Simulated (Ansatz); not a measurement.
**Re: the order of phases at one pressure**

Which of fcc, bcc, hcp, diamond, simple hexagonal, beta tin has the lowest enthalpy for Re at one common pressure? The runs shown use LAPW. Companion runs by PAW are cited.

Program: Ansatz 0.2.0. Level of theory: DFT, PBE, all-electron LAPW, scalar-relativistic. These are calculated values, not measurements.

1 further run of the same task is left out (it didn't finish). Runs told in other sessions of the task aren't counted.

## 1. Starting point

It takes space group Fm-3m (No. 225, cubic). Conventional cell: a = 3.303 Å, b = 3.303 Å, c = 3.303 Å, α = 90.00°, β = 90.00°, γ = 90.00°. Around Re (site symmetry m-3m) lie 12 Re at 2.34 Å.

As a file:

```
CELL_PARAMETERS angstrom
0.00000 1.65138 1.65138
1.65138 0.00000 1.65138
1.65138 1.65138 0.00000
ATOMIC_POSITIONS crystal
Re 0.00000 0.00000 0.00000
```

## 2. Fcc relaxed under pressure, LAPW

Input file input.yaml:

```yaml
crystal:
  lattice:
    - [0.0, 1.6513767357, 1.6513767357]
    - [1.6513767357, 0.0, 1.6513767357]
    - [1.6513767357, 1.6513767357, 0.0]
  atoms:
    - { symbol: Re, position: [0.0, 0.0, 0.0] }
kpoints:
  mp_grid: { grid: [20, 20, 20] }
scf:
  occupations: { method: fermi_dirac, width: 0.08 }
hamiltonian:
  xc: pbe
  pseudopotentials: { kind: all_electron, lapw: { basis_error: 0.0005 } }
output:
  forces: true
  stress: true
  eigenvalues: true
relax:
  f_tol: 0.005
  max_steps: 12
  cell: { p_target: 540.0, stress_tol: 0.27 }
```

The run is started by

```
$ ansatz run input.yaml --threads 1 --pin off --max-ram 3584MiB --backend cpu --events-out ev --progress --plain --runs-dir out
```

Further steps of the session: Bcc relaxed under pressure, LAPW; Hcp relaxed under pressure, LAPW; Diamond relaxed under pressure, LAPW; Simple hexagonal relaxed under pressure, LAPW.

Q: Predict the outcome of this session. Wanted: pressure; lowest (for each run or level that gives them).

As calculated:

```
     quantity                          value
     pressure                        540 GPa
lowest (LAPW)  hcp, 160.6 meV/atom under fcc
 lowest (PAW)  hcp, 160.6 meV/atom under fcc
```

What this shows: By LAPW the order is hcp < fcc < bcc < simple hexagonal < diamond. By PAW the order is hcp < fcc < bcc < simple hexagonal < beta tin < diamond. Only these structures were tried, with electrons smeared by 0.08 eV and without vibrations, so the true ground state may be another. The k meshes differ between phases and weren't tested, which can move differences by some meV. Spin-orbit coupling is left out, though the cell holds Re; in elements this heavy it can shift bands and gaps by tenths of an eV.

At pressures up to 541 GPa the PAW spheres may overlap and frozen cores may not hold, so those PAW values are rough without an all-electron check.
